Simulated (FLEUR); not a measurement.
# Sn (I4/mmm) in FLEUR: a series of runs, part 2 of 2

FLEUR MaX-R8.1 (later development tree). Earlier steps stand in the parts before.

## (3) Single point, r2SCAN

This run uses another cell than the first one, of 24.62 Å³/atom, 0.947 times its volume.

inp.xml

```xml
<?xml version="1.0" encoding="UTF-8" standalone="no"?>
<fleurInput fleurInputVersion="0.39">
   <comment>
      Sn                                                                                                  
   </comment>
   <calculationSetup>
      <cutoffs Kmax="4.1" Gmax="12.7" GmaxXC="12.7" numbands="0"/>
      <scfLoop itmax="80" minDistance="0.0001" maxIterBroyd="30" imix="Anderson" alpha="0.05" precondParam="0.0" spinf="2.0" sdNocoIR="T"/>
      <coreElectrons ctail="F" frcor="F" kcrel="0" coretail_lmax="0"/>
      <xcFunctional name="LibXC" relativisticCorrections="F">
         <LibXCName exchange="mgga_x_r2scan" correlation="mgga_c_r2scan"/>
         <AuxGGA exchange="117" correlation="130"/>
      </xcFunctional>
      <magnetism jspins="1"/>
      <soc l_soc="F" theta="0.0" phi="0.0" spav="F"/>
      <expertModes spex="0" secvar="F"/>
      <geometryOptimization l_f="F" forcealpha="1.0" forcemix="BFGS" epsdisp="0.00001" epsforce="0.00001"/>
      <ldaU l_linMix="F" mixParam="0.05" spinf="1.0"/>
   </calculationSetup>
   <cell>
      <bzIntegration valenceElectrons="22.0" mode="hist" fermiSmearingEnergy="0.00183747">
         <kPointListSelection listName="default-1"/>
         <!-- k-points included here -->
         <xi:include xmlns:xi="http://www.w3.org/2001/XInclude" href="kpts.xml"> </xi:include>
      </bzIntegration>
      <!-- symmetry operations included here -->
      <xi:include xmlns:xi="http://www.w3.org/2001/XInclude" href="sym.xml"> </xi:include>
      <bulkLattice scale="1.0">
         <bravaisMatrix>
            <row-1>   -3.7022774135154584     3.7022774135154584     3.0300740607139467</row-1>
            <row-2>    3.7022774135154584    -3.7022774135154584     3.0300740607139467</row-2>
            <row-3>    3.7022774135154584     3.7022774135154584    -3.0300740607139467</row-3>
         </bravaisMatrix>
      </bulkLattice>
   </cell>
   <atomSpecies>
      <species name="Tin (Sn)" element="Sn" atomicNumber="50">
         <mtSphere radius="2.66" gridPoints="879" logIncrement="0.015"/>
         <atomicCutoffs lmax="10" lnonsphr="10"/>
         <electronConfig flipSpins="F">
            <coreConfig>(1s1/2) (2s1/2) (2p1/2) (2p3/2) (3s1/2) (3p1/2) (3p3/2) (3d3/2) (3d5/2)</coreConfig>
            <valenceConfig>(4s1/2) (4p1/2) (4p3/2) (5s1/2) (4d3/2) (4d5/2) (5p1/2) (5p3/2)</valenceConfig>
            <stateOccupation state="(5p1/2)" spinUp="0.333333" spinDown="0.333333"/>
            <stateOccupation state="(5p3/2)" spinUp="0.666667" spinDown="0.666667"/>
         </electronConfig>
         <energyParameters s="5" p="5" d="4" f="4"/>
         <lo type="SCLO" l="0" n="4" eDeriv="0"/>
         <lo type="SCLO" l="1" n="4" eDeriv="0"/>
         <lo type="SCLO" l="1" n="4" eDeriv="1"/>
         <lo type="SCLO" l="2" n="4" eDeriv="2"/>
         <lo type="SCLO" l="3" n="4" eDeriv="2"/>
      </species>
   </atomSpecies>
   <atomGroups>
      <atomGroup species="Tin (Sn)">
         <relPos label="                   1">.0000000000 .0000000000 .0000000000</relPos>
         <force calculate="T" relaxXYZ="TTT"/>
      </atomGroup>
   </atomGroups>
   <output dos="F" band="F" slice="F">
      <checks vchk="F" cdinf="F"/>
      <bandDOS minEnergy="-.5*Htr" maxEnergy="0.5*Htr" sigma="0.015" storeEVData="T"/>
      <vacuumDOS vacdos="F" integ="F" star="F" nstars="0" locx1="0.0" locy1="0.0" locx2="0.0" locy2="0.0" nstm="0" tworkf="0.0"/>
      <unfoldingBand unfoldBand="F" supercellX="1" supercellY="1" supercellZ="1"/>
      <plotting iplot="0" polar="F">
         <plot TwoD="T" vec1="  1.0  0.0  0.0" vec2="  0.0  1.0  0.0" vec3="  0.0  0.0  1.0" zero="  0.0  0.0  0.0" file="plot"/>
      </plotting>
      <chargeDensitySlicing numkpt="0" minEigenval="0.0" maxEigenval="0.0" nnne="0" pallst="F"/>
      <specialOutput eonly="F"/>
      <moessbauerParams electricFieldGradient="T" isomerShift="T" coreHyperfine="T" valenceHyperfine="T"/>
      <magneticCircularDichroism mcd="F" energyLo="-10.0" energyUp="0.0"/>
   </output>
  <!-- We include the file relax.xml here to enable relaxations (see documentation) -->
  <xi:include xmlns:xi="http://www.w3.org/2001/XInclude" href="relax.xml"> <xi:fallback/> </xi:include>
</fleurInput>
```

crystal.txt

```
Sn
&input cartesian=F /
-1.9591608357  1.9591608357  1.6034461403
1.9591608357  -1.9591608357  1.6034461403
1.9591608357  1.9591608357  -1.6034461403
1.8897261246
1.0 1.0 1.0

1
50 0.0000000000  0.0000000000  0.0000000000

&kpt div1=10 div2=10 div3=10 gamma=T /
```

Potentials or basis: all-electron, FLAPW.

Started as:

```
$ inpgen -f crystal.txt -profile fastHighL
$ # inp.xml edited to the form shown
$ fleur_MPI
```

Output:

```text
Welcome to FLEUR        (www.flapw.de)
      MaX-Release 8.1          (www.max-centre.eu)
 func_ids         498         497         498         497
 MetaGGA potential functional detected - V_tau will be computed
 Auxiliary Potential for radial basis: exchange=         117  correlation=         130
The functional 'Re-regularized SCAN exchange by Furness et al' is an exchange functional, it belongs to the 'MGGA' family and is defined in the reference(s):
[1] J. W. Furness, A. D. Kaplan, J. Ning, J. P. Perdew, and J. Sun.,  J. Phys. Chem. Lett. 11, 8208-8215 (2020)
[2] J. W. Furness, A. D. Kaplan, J. Ning, J. P. Perdew, and J. Sun.,  J. Phys. Chem. Lett. 11, 9248-9248 (2020)
The functional 'Re-regularized SCAN correlation by Furness et al' is a correlation functional, it belongs to the 'MGGA' family and is defined in the reference(s):
[1] J. W. Furness, A. D. Kaplan, J. Ning, J. P. Perdew, and J. Sun.,  J. Phys. Chem. Lett. 11, 8208-8215 (2020)
[2] J. W. Furness, A. D. Kaplan, J. Ning, J. P. Perdew, and J. Sun.,  J. Phys. Chem. Lett. 11, 9248-9248 (2020)
 Using same functional for VXC and EXC

 ========== k-point set info ==========
 Selected k-point list: default-1
 k-point list type: mesh
 10 x 10 x 10
 Number of k points: 102

 ------------Calculation Setup---------------------------
 Number of MPI-tasks      :            1
 Number of PE/node        :            1
[... 14 lines left out ...]
 Reset of history
 Reset of history
 Iteration:     1   Distance:      26.23861147 me/bohr^3
The functional 'Hammer, Hansen, and Norskov' is an exchange functional, it belongs to the 'GGA' family and is defined in the reference(s):
[1] B. Hammer, L. B. Hansen, and J. K. Nørskov.,  Phys. Rev. B 59, 7413 (1999)
The functional 'Perdew, Burke & Ernzerhof' is a correlation functional, it belongs to the 'GGA' family and is defined in the reference(s):
[1] J. P. Perdew, K. Burke, and M. Ernzerhof.,  Phys. Rev. Lett. 77, 3865 (1996)
[2] J. P. Perdew, K. Burke, and M. Ernzerhof.,  Phys. Rev. Lett. 78, 1396 (1997)
 Using same functional for VXC and EXC
 Iteration:     2   Distance:      24.81942719 me/bohr^3
The functional 'Hammer, Hansen, and Norskov' is an exchange functional, it belongs to the 'GGA' family and is defined in the reference(s):
[1] B. Hammer, L. B. Hansen, and J. K. Nørskov.,  Phys. Rev. B 59, 7413 (1999)
The functional 'Perdew, Burke & Ernzerhof' is a correlation functional, it belongs to the 'GGA' family and is defined in the reference(s):
[1] J. P. Perdew, K. Burke, and M. Ernzerhof.,  Phys. Rev. Lett. 77, 3865 (1996)
[2] J. P. Perdew, K. Burke, and M. Ernzerhof.,  Phys. Rev. Lett. 78, 1396 (1997)
 Using same functional for VXC and EXC
 Iteration:     3   Distance:      23.56305937 me/bohr^3
The functional 'Hammer, Hansen, and Norskov' is an exchange functional, it belongs to the 'GGA' family and is defined in the reference(s):
[1] B. Hammer, L. B. Hansen, and J. K. Nørskov.,  Phys. Rev. B 59, 7413 (1999)
[... 47 lines left out ...]
The functional 'Hammer, Hansen, and Norskov' is an exchange functional, it belongs to the 'GGA' family and is defined in the reference(s):
[1] B. Hammer, L. B. Hansen, and J. K. Nørskov.,  Phys. Rev. B 59, 7413 (1999)
The functional 'Perdew, Burke & Ernzerhof' is a correlation functional, it belongs to the 'GGA' family and is defined in the reference(s):
[1] J. P. Perdew, K. Burke, and M. Ernzerhof.,  Phys. Rev. Lett. 77, 3865 (1996)
[2] J. P. Perdew, K. Burke, and M. Ernzerhof.,  Phys. Rev. Lett. 78, 1396 (1997)
 Using same functional for VXC and EXC
 Iteration:    11   Distance:       0.00030900 me/bohr^3
The functional 'Hammer, Hansen, and Norskov' is an exchange functional, it belongs to the 'GGA' family and is defined in the reference(s):
[1] B. Hammer, L. B. Hansen, and J. K. Nørskov.,  Phys. Rev. B 59, 7413 (1999)
The functional 'Perdew, Burke & Ernzerhof' is a correlation functional, it belongs to the 'GGA' family and is defined in the reference(s):
[1] J. P. Perdew, K. Burke, and M. Ernzerhof.,  Phys. Rev. Lett. 77, 3865 (1996)
[2] J. P. Perdew, K. Burke, and M. Ernzerhof.,  Phys. Rev. Lett. 78, 1396 (1997)
 Using same functional for VXC and EXC
 Iteration:    12   Distance:       0.00004557 me/bohr^3

 ********************************************************************
 Run finished successfully
 Stop message:
   all done
 ********************************************************************
```

out.xml (last iteration):

```text
<iteration numberForCurrentRun="   12" overallNumber="   12">
         <energyParameters units="Htr">
            <atomicEP atomType="1" spin="1" branch="5s" branchLowest="-4.43" branchHighest="0.73" value="0.0499615609"/>
            <atomicEP atomType="1" spin="1" branch="5p" branchLowest="-2.80" branchHighest="1.34" value="0.2658074922"/>
            <atomicEP atomType="1" spin="1" branch="4d" branchLowest="-16.89" branchHighest="-0.43" value="-0.4463081003"/>
[... 88 lines left out ...]
            </atomTypeDependentContributions>
            <tkbTimesEntropy value="0.0001384173"/>
            <freeEnergy value="-6179.1588650673"/>
            <extrapolationTo0K value="-6179.1587958586"/>
         </totalEnergy>
         <densityConvergence units="me/bohr^3">
            <chargeDensity spin="1" distance="0.0000455716"/>
         </densityConvergence>
      </iteration>
```

Wall time 28 s (1 thread of Arm Neoverse V2, shared host); peak memory 0.08 GiB.

Results:

| Item | Value |
| --- | --- |
| Free energy | -168143.4786 eV |
| Band gap on the k mesh | none (metal or under the smearing width) |
| Valence electrons inside the program's atomic spheres | Sn 20.27 (radii Sn 2.66 bohr) |

Levels at points of the mesh, in eV from the Fermi level:
```tsv
k point	band 7	band 8	band 9	band 10	band 11	band 12	band 13	band 14	band 15	band 16
(0.00, 0.00, 0.00)	-22.37	-22.37	-22.20	-12.51	7.85	7.85	11.26	11.26	13.09	13.58
(0.00, 0.00, 0.50)	-22.33	-22.27	-22.14	-7.90	-5.62	6.74	9.00	11.87	12.10	12.96
(0.00, 0.50, 0.00)	-22.26	-22.16	-22.13	-6.02	-5.05	3.43	4.93	7.96	8.39	15.18
(0.50, 0.50, 0.50)	-22.16	-22.16	-22.12	-2.92	-2.08	-2.08	2.80	3.27	6.74	20.20
```

Core levels (eV from the Fermi level):
| atom | levels |
| --- | --- |
| 1 Sn | 1s1/2 -28992.9, 2s1/2 -4372.0, 2p1/2 -4083.0, 2p3/2 -3852.3, 3s1/2 -840.3, 3p1/2 -723.0, 3p3/2 -680.8, 3d3/2 -473.8, 3d5/2 -465.1 |

Caveat: the meta-GGA is that of a development version, with a GGA for the radial functions and cores and without core tails.

## (4) Single point, r2SCAN

This run uses another cell than the first one, of 23.25 Å³/atom, 0.895 times its volume.

Changes to inp.xml since step 3:

```diff
@@ -29,5 +29,5 @@
          <bravaisMatrix>
-            <row-1>   -3.7022774135154584     3.7022774135154584     3.0300740607139467</row-1>
-            <row-2>    3.7022774135154584    -3.7022774135154584     3.0300740607139467</row-2>
-            <row-3>    3.7022774135154584     3.7022774135154584    -3.0300740607139467</row-3>
+            <row-1>   -3.6324063785621532     3.6324063785621532     2.9728891480304447</row-1>
+            <row-2>    3.6324063785621532    -3.6324063785621532     2.9728891480304447</row-2>
+            <row-3>    3.6324063785621532     3.6324063785621532    -2.9728891480304447</row-3>
          </bravaisMatrix>
```

crystal.txt

```
Sn
&input cartesian=F /
-1.9221866763  1.9221866763  1.5731851877
1.9221866763  -1.9221866763  1.5731851877
1.9221866763  1.9221866763  -1.5731851877
1.8897261246
1.0 1.0 1.0

1
50 0.0000000000  0.0000000000  0.0000000000

&kpt div1=10 div2=10 div3=10 gamma=T /
```

Started as:

```
$ inpgen -f crystal.txt -profile fastHighL
$ # inp.xml edited to the form shown
$ fleur_MPI
```

Wall time 27 s (1 thread of Arm Neoverse V2, shared host); peak memory 0.08 GiB.

The run converged. Its results:

| Property | Result |
| --- | --- |
| Free energy | -168143.4024 eV |
| Band gap on the k mesh | none (metal or under the smearing width) |
| Valence electrons inside the program's atomic spheres | Sn 20.33 (radii Sn 2.66 bohr) |

Levels at points of the mesh, in eV from the Fermi level:
```tsv
k point	band 8	band 9	band 10	band 11	band 12	band 13	band 14	band 15
(0.00, 0.00, 0.00)	-22.49	-22.29	-13.06	8.19	8.19	11.57	12.00	13.44
(0.00, 0.00, 0.50)	-22.36	-22.22	-8.10	-6.05	7.06	9.34	12.31	12.39
(0.00, 0.50, 0.00)	-22.24	-22.20	-6.10	-5.44	3.55	5.03	8.09	8.68
(0.50, 0.50, 0.50)	-22.24	-22.19	-2.70	-2.28	-2.28	2.84	3.13	6.87
```

Core levels (eV from the Fermi level):
```
atom                                                                                                                             levels
1 Sn  1s1/2 -28993.0, 2s1/2 -4372.1, 2p1/2 -4083.0, 2p3/2 -3852.4, 3s1/2 -840.4, 3p1/2 -723.0, 3p3/2 -680.9, 3d3/2 -473.9, 3d5/2 -465.2
```

Caveat: the meta-GGA is that of a development version, with a GGA for the radial functions and cores and without core tails.

## (5) Single point, r2SCAN

This run uses another cell than the first one, of 21.88 Å³/atom, 0.842 times its volume.

Changes to inp.xml since step 4:

```diff
@@ -29,5 +29,5 @@
          <bravaisMatrix>
-            <row-1>   -3.6324063785621532     3.6324063785621532     2.9728891480304447</row-1>
-            <row-2>    3.6324063785621532    -3.6324063785621532     2.9728891480304447</row-2>
-            <row-3>    3.6324063785621532     3.6324063785621532    -2.9728891480304447</row-3>
+            <row-1>   -3.5597386725325291     3.5597386725325291     2.9134153414281800</row-1>
+            <row-2>    3.5597386725325291    -3.5597386725325291     2.9134153414281800</row-2>
+            <row-3>    3.5597386725325291     3.5597386725325291    -2.9134153414281800</row-3>
          </bravaisMatrix>
```

crystal.txt

```
Sn
&input cartesian=F /
-1.8837325823  1.8837325823  1.5417130046
1.8837325823  -1.8837325823  1.5417130046
1.8837325823  1.8837325823  -1.5417130046
1.8897261246
1.0 1.0 1.0

1
50 0.0000000000  0.0000000000  0.0000000000

&kpt div1=10 div2=10 div3=10 gamma=T /
```

Potentials or basis: all-electron, FLAPW.

Started as:

```
$ inpgen -f crystal.txt -profile fastHighL
$ # inp.xml edited to the form shown
$ fleur_MPI
```

Output:

```text
Welcome to FLEUR        (www.flapw.de)
      MaX-Release 8.1          (www.max-centre.eu)
 func_ids         498         497         498         497
 MetaGGA potential functional detected - V_tau will be computed
 Auxiliary Potential for radial basis: exchange=         117  correlation=         130
The functional 'Re-regularized SCAN exchange by Furness et al' is an exchange functional, it belongs to the 'MGGA' family and is defined in the reference(s):
[1] J. W. Furness, A. D. Kaplan, J. Ning, J. P. Perdew, and J. Sun.,  J. Phys. Chem. Lett. 11, 8208-8215 (2020)
[2] J. W. Furness, A. D. Kaplan, J. Ning, J. P. Perdew, and J. Sun.,  J. Phys. Chem. Lett. 11, 9248-9248 (2020)
The functional 'Re-regularized SCAN correlation by Furness et al' is a correlation functional, it belongs to the 'MGGA' family and is defined in the reference(s):
[1] J. W. Furness, A. D. Kaplan, J. Ning, J. P. Perdew, and J. Sun.,  J. Phys. Chem. Lett. 11, 8208-8215 (2020)
[2] J. W. Furness, A. D. Kaplan, J. Ning, J. P. Perdew, and J. Sun.,  J. Phys. Chem. Lett. 11, 9248-9248 (2020)
 Using same functional for VXC and EXC
[... 39 lines left out ...]
 Using same functional for VXC and EXC
 Iteration:     3   Distance:      24.94974285 me/bohr^3
The functional 'Hammer, Hansen, and Norskov' is an exchange functional, it belongs to the 'GGA' family and is defined in the reference(s):
[1] B. Hammer, L. B. Hansen, and J. K. Nørskov.,  Phys. Rev. B 59, 7413 (1999)
[... 47 lines left out ...]
The functional 'Hammer, Hansen, and Norskov' is an exchange functional, it belongs to the 'GGA' family and is defined in the reference(s):
[1] B. Hammer, L. B. Hansen, and J. K. Nørskov.,  Phys. Rev. B 59, 7413 (1999)
The functional 'Perdew, Burke & Ernzerhof' is a correlation functional, it belongs to the 'GGA' family and is defined in the reference(s):
[1] J. P. Perdew, K. Burke, and M. Ernzerhof.,  Phys. Rev. Lett. 77, 3865 (1996)
[2] J. P. Perdew, K. Burke, and M. Ernzerhof.,  Phys. Rev. Lett. 78, 1396 (1997)
 Using same functional for VXC and EXC
 Iteration:    11   Distance:       0.00039270 me/bohr^3
The functional 'Hammer, Hansen, and Norskov' is an exchange functional, it belongs to the 'GGA' family and is defined in the reference(s):
[1] B. Hammer, L. B. Hansen, and J. K. Nørskov.,  Phys. Rev. B 59, 7413 (1999)
The functional 'Perdew, Burke & Ernzerhof' is a correlation functional, it belongs to the 'GGA' family and is defined in the reference(s):
[1] J. P. Perdew, K. Burke, and M. Ernzerhof.,  Phys. Rev. Lett. 77, 3865 (1996)
[2] J. P. Perdew, K. Burke, and M. Ernzerhof.,  Phys. Rev. Lett. 78, 1396 (1997)
 Using same functional for VXC and EXC
 Iteration:    12   Distance:       0.00007770 me/bohr^3

 ********************************************************************
 Run finished successfully
 Stop message:
   all done
 ********************************************************************
```

out.xml (last iteration):

```text
<iteration numberForCurrentRun="   12" overallNumber="   12">
         <energyParameters units="Htr">
            <atomicEP atomType="1" spin="1" branch="5s" branchLowest="-4.37" branchHighest="0.79" value="0.0958320773"/>
            <atomicEP atomType="1" spin="1" branch="5p" branchLowest="-2.74" branchHighest="1.39" value="0.3062231783"/>
            <atomicEP atomType="1" spin="1" branch="4d" branchLowest="-16.83" branchHighest="-0.37" value="-0.3864964035"/>
[... 88 lines left out ...]
            </atomTypeDependentContributions>
            <tkbTimesEntropy value="0.0001521413"/>
            <freeEnergy value="-6179.1513718381"/>
            <extrapolationTo0K value="-6179.1512957675"/>
         </totalEnergy>
         <densityConvergence units="me/bohr^3">
            <chargeDensity spin="1" distance="0.0000777021"/>
         </densityConvergence>
      </iteration>
```

Wall time 26 s (1 thread of Arm Neoverse V2, shared host); peak memory 0.08 GiB.

Results:

| Property | Result |
| --- | --- |
| Free energy | -168143.2747 eV |
| Band gap on the k mesh | none (metal or under the smearing width) |
| Valence electrons inside the program's atomic spheres | Sn 20.40 (radii Sn 2.66 bohr) |

Levels at points of the mesh, in eV from the Fermi level:
```csv
k point,band 7,band 8,band 9,band 10,band 11,band 12,band 13,band 14,band 15,band 16
"(0.00, 0.00, 0.00)",-22.60,-22.60,-22.36,-13.66,8.57,8.57,11.96,12.87,13.85,13.96
"(0.00, 0.00, 0.50)",-22.55,-22.45,-22.28,-8.29,-6.50,7.44,9.66,12.73,12.83,13.63
"(0.00, 0.50, 0.00)",-22.45,-22.31,-22.26,-6.17,-5.84,3.70,5.15,8.26,9.03,15.78
"(0.50, 0.50, 0.50)",-22.31,-22.31,-22.24,-2.49,-2.49,-2.43,2.91,2.99,7.06,20.71
```

Core levels (eV from the Fermi level):
```tsv
atom	levels
1 Sn	1s1/2 -28993.0, 2s1/2 -4372.2, 2p1/2 -4083.1, 2p3/2 -3852.5, 3s1/2 -840.4, 3p1/2 -723.1, 3p3/2 -681.0, 3d3/2 -473.9, 3d5/2 -465.2
```

Caveat: the meta-GGA is that of a development version, with a GGA for the radial functions and cores and without core tails.

## (6) The runs side by side

```csv
cell,gap on the mesh (eV)
"I4/mmm, 25.99 Å³/atom",none
"I4/mmm, 24.62 Å³/atom",none
"I4/mmm, 23.25 Å³/atom",none
"I4/mmm, 21.88 Å³/atom",none
```

Alike in all rows: task single point; level r2SCAN; potentials or basis all-electron, FLAPW; no spin polarisation; k mesh 10 × 10 × 10; smearing fermi-dirac 0.05 eV; kmax 4.1 1/bohr.

Every run on the cell as given and a fine mesh finds a metal.

Caveats: the meta-GGA is that of a development version, with a GGA for the radial functions and cores and without core tails.

Compare energies only between runs with the same functional and basis.
